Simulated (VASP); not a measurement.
Set up this calculation in VASP 6.6.1, as the native input.

```yaml
Task: single point
Functional: r2SCAN
Potentials_or_basis: VASP PAW PBE potentials, release 64 (C)
Cutoff: 520 eV
k_mesh: 12 × 12 × 8
Occupations: gaussian, width 0.01 eV
Spin: no spin polarisation
Dipole_correction: no
Further_INCAR_settings: ALGO = Normal; EDIFF = 1e-06; NBANDS = 16
```

The system is C.

```
C
1.0
     2.51000    0.00000    0.00000
    -1.25500    2.17372    0.00000
     0.00000    0.00000    4.16000
C
4
Direct
  0.33333 0.66667 0.05529
  0.66667 0.33333 0.55529
  0.66667 0.33333 0.94471
  0.33333 0.66667 0.44471
```

The cell was built by a generator and needn't be a form met in nature.

The cell isn't the ideal one: bond along c 1.62 Å in the measured cell.

The input as run:

POSCAR

```
C
1.0
    2.5100000000      0.0000000000      0.0000000000
   -1.2550000000      2.1737237635      0.0000000000
    0.0000000000      0.0000000000      4.1600000000
C
4
Direct
    0.3333333333      0.6666666667      0.0552884600
    0.6666666667      0.3333333333      0.5552884600
    0.6666666667      0.3333333333      0.9447115400
    0.3333333333      0.6666666667      0.4447115400
```

INCAR.step1

```
SYSTEM = C
PREC     = Accurate       ! precision mode
ENCUT    = 520            ! plane-wave cutoff, eV
ISMEAR   = 0              ! smearing method
SIGMA    = 0.01           ! smearing width, eV
LREAL    = .False.        ! projectors in reciprocal space
LASPH    = .True.         ! aspherical terms in the spheres
NELM     = 100            ! most SCF steps
NBANDS   = 16             ! bands
GGA      = PE             ! functional
ALGO     = Normal         ! electronic algorithm
EDIFF    = 1E-4           ! SCF threshold, eV
LWAVE    = .True.         ! write WAVECAR
LCHARG   = .False.        ! write CHGCAR
```

INCAR.step2

```
SYSTEM = C
PREC     = Accurate       ! precision mode
ENCUT    = 520            ! plane-wave cutoff, eV
EDIFF    = 1E-6           ! SCF threshold, eV
ISMEAR   = 0              ! smearing method
SIGMA    = 0.01           ! smearing width, eV
LREAL    = .False.        ! projectors in reciprocal space
LASPH    = .True.         ! aspherical terms in the spheres
NELM     = 100            ! most SCF steps
ALGO     = Normal         ! electronic algorithm
ISIF     = 2              ! what is computed and relaxed
LWAVE    = .False.        ! write WAVECAR
LCHARG   = .False.        ! write CHGCAR
METAGGA  = R2SCAN         ! meta-GGA
LMIXTAU  = .True.       
NBANDS   = 16             ! bands
ISTART   = 1
```

KPOINTS

```
Automatic mesh
0
Gamma
  12 12 8
  0 0 0
```

Potentials or basis: VASP PAW PBE potentials, release 64 (C).

Launch:

```sh
$ cat potpaw_PBE.64/C/POTCAR > POTCAR
$ cp INCAR.step1 INCAR
$ mpirun -np 1 vasp_std > vasp.out
$ cp INCAR.step2 INCAR
$ mpirun -np 1 vasp_std > vasp.out
```

It gave:

```yaml
Pressure: 1.6 GPa
Largest_force: 2.093 eV/Å
Band_gap_on_the_k_mesh: 3.74 eV, indirect (least direct gap 4.08 eV)
```

Caveat: the PAW data sets were made with another functional, which shifts forces and pressure a little.

Wall time 47 s on 1 thread of Intel(R) Xeon(R) 6975P-C (Granite Rapids), with other jobs on the host, peak memory 0.14 GiB.
